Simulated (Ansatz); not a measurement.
This script for a run that restarts from a saved state of Bi2Te3, space group R3m with the Ansatz DFT code, driven from Python holds a mistake.

The script reads `bi2te3.extxyz`:
```text
5
Lattice="2.2085 1.27507807 9.94666667 -2.2085 1.27507807 9.94666667 0.0 -2.55015614 9.94666667" Properties=species:S:1:pos:R:3 pbc="T T T"
Bi    0.00000000    0.00000000    5.60992000
Bi    0.00000000    0.00000000   17.84432000
Te    0.00000000    0.00000000   11.60776000
Te    0.00000000    0.00000000   23.87200000
Te    0.00000000    0.00000000    0.00000000
```

The script, `bi2te3.py`:
```python
'''A run of Bi2Te3 that can be started again.'''

import ansatz as az

bi2te3 = az.Crystal.from_extxyz('bi2te3.extxyz')

job = (
    bi2te3.calculation()
    .functional('PBEsol', dispersion='d3bj')
    .pseudopotentials('paw')
    .basis(470)
    .kpoints(6)
    .occupations('fixed')
    .forces()  # minus the gradient of the free energy
    .checkpoint(write='state')
)
with az.exiting_at_sigterm():
    out = job.run(threads=1, pin='off', resume=True)
print('returned:', type(out).__name__)
print(f'F = {out.report["free_energy_ev"]:.5f} eV, {out.report["n_iterations"]} iterations')
```

Running `python bi2te3.py` prints:
```text
RunWarning: iter 1: σ=0 fill of 39 bands saw a band overlap (occupied 9.3758 eV > unoccupied 9.2962 eV) — on an unconverged iterate often a transient of an unconverged empty band; one that stands at the close is told there (band_overlap_at_count); if the run fails to converge, the spectrum is likely genuinely metallic [...]
RunWarning: the bands overlap at the fill by count (39 filled at each k-point of a channel): the highest filled level, 9.392060 eV at k-index 10, stands 0.1238 eV over the lowest empty one, 9.268256 eV at k-index 3, so that a fill of the lowest levels lies lower and no gap is reported. A metal, or a carrier in a [...]
returned: RunOutcome
F = -45190.48025 eV, 8 iterations
```
(Warnings from the package without file and line, shortened.)

Output of `python bi2te3.py`:
```text
returned: CompletedStep
F = -45190.48025 eV, 8 iterations
```

The script ran to its end, but the result can't be trusted. Why?

The fault: fixed occupations, though the bands overlap at this level of theory. The correction:

`bi2te3.py`:
```python
'''A run of Bi2Te3 that can be started again.'''

import ansatz as az

bi2te3 = az.Crystal.from_extxyz('bi2te3.extxyz')

job = (
    bi2te3.calculation()
    .functional('PBEsol', dispersion='d3bj')
    .pseudopotentials('paw')
    .basis(470)
    .kpoints(6)
    .occupations('fermi_dirac', width=0.05)
    .forces()  # minus the gradient of the free energy
    .checkpoint(write='state')
)
with az.exiting_at_sigterm():
    out = job.run(threads=1, pin='off', resume=True)
print('returned:', type(out).__name__)
print(f'F = {out.report["free_energy_ev"]:.5f} eV, {out.report["n_iterations"]} iterations')
```

With that change:

Output of `python bi2te3.py`:
```text
returned: RunOutcome
F = -45190.49248 eV, 8 iterations
```

Output of `python bi2te3.py`:
```text
returned: CompletedStep
F = -45190.49248 eV, 8 iterations
```

Notes:
- Total energies depend on the potentials; only differences at equal settings carry meaning. A total without «per atom» is that of the cell as typed.
- Dispersion corrections can be off by several per cent in the lattices of metals, and by several GPa in the pressure at a fixed cell.
- The mesh is modest for a metal, so energies can be off by several to tens of meV an atom and pressures by half a GPa or more; differences at equal mesh fare better.
- Spin-orbit coupling, which matters for elements this heavy, is left out.
- The starting cell is as deposited in a crystallographic database; the results hold for this polymorph, which needn't be the stable one.
- Run time: 19 s on 1 thread of Intel(R) Xeon(R) Platinum 8488C (Sapphire Rapids), with other jobs on the host, peak memory 0.56 GiB.
